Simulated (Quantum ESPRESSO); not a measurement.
Rh: phonons with BLYP

Crystal: Rh.

```
CELL_PARAMETERS angstrom
0.00000 1.89785 1.89785
1.89785 0.00000 1.89785
1.89785 1.89785 0.00000
ATOMIC_POSITIONS crystal
Rh 0.00000 0.00000 0.00000
```

```
Program             : Quantum ESPRESSO 7.5
Task                : phonons
Functional          : BLYP
Potentials or basis : GBRV 1.5 PBE
Cutoff              : 612 eV
Density cutoff      : 4898 eV
k mesh              : 10 × 10 × 10
Occupations         : cold, width 0.2 eV
Spin                : no spin polarisation
Mixing beta         : 0.5
Most SCF iterations : 120
SCF threshold       : 2e-10 Ry
```

```yaml
Relaxed_volume: 14.81 Å³/atom
Relaxed_cell: a = 2.756 Å, b = 2.756 Å, c = 2.756 Å, α = 60.00°, β = 60.00°, γ = 60.00°
Space_group_after_relaxing_to_0.05_Å: Fm-3m (No. 225)
Pressure_after_relaxing: 0.4 GPa
Band_gap_on_the_k_mesh: none (metal or under the smearing width)
Highest_phonon_frequency_at_the_q_point_run: 246 cm⁻¹
```

Step by step:
```
step  energy change (eV)  largest force (eV/Å)  pressure (GPa)  volume (Å³)
   1              0.0000                0.0000           21.96        13.67
   2             -0.0627                0.0000           -6.43        15.26
   3             -0.0718                0.0000           -0.95        14.87
   4             -0.0720                0.0000            0.05        14.80
   5             -0.0720                0.0000            0.00        14.81
```

Final structure:
```yaml
crystal:
  lattice:
    - [0.00000, 1.94897, 1.94897]
    - [1.94897, 0.00000, 1.94897]
    - [1.94897, 1.94897, 0.00000]
  atoms:
    - { symbol: Rh, position: [0.00000, 0.00000, 0.00000] }
```

Levels at points of the mesh, in eV from the Fermi level:
```tsv
k point	band 5	band 6	band 7	band 8	band 9	band 10
(0.00, 0.00, 0.00)	-2.77	-2.77	-2.77	-0.94	-0.94	16.86
(0.00, 0.00, -0.50)	-2.83	-2.83	0.46	0.46	1.08	7.90
(0.00, -0.50, -0.50)	-5.29	0.42	0.83	0.83	3.39	11.39
```

Phonon frequencies in cm⁻¹ (negative: imaginary):
```csv
q point,frequencies
"(0.375, 0.375, 0.750)",203 246 246
```

Phonon modes at q = (0.375, 0.375, 0.750) in reciprocal lattice units:
```
mode  symmetry  cm⁻¹
   1       B_1   203
   2       A_1   246
   3       B_2   246
```

Wall time 8.1 min on 1 thread of Arm Neoverse V1 (shared host), peak memory 0.09 GiB.

Caveat: the mesh is thin for the phonons of a metal; the potentials were made for another functional, which shifts forces and pressure; the q point doesn't lie on the k mesh, which can shift a metal's frequencies strongly unless the mesh is converged.
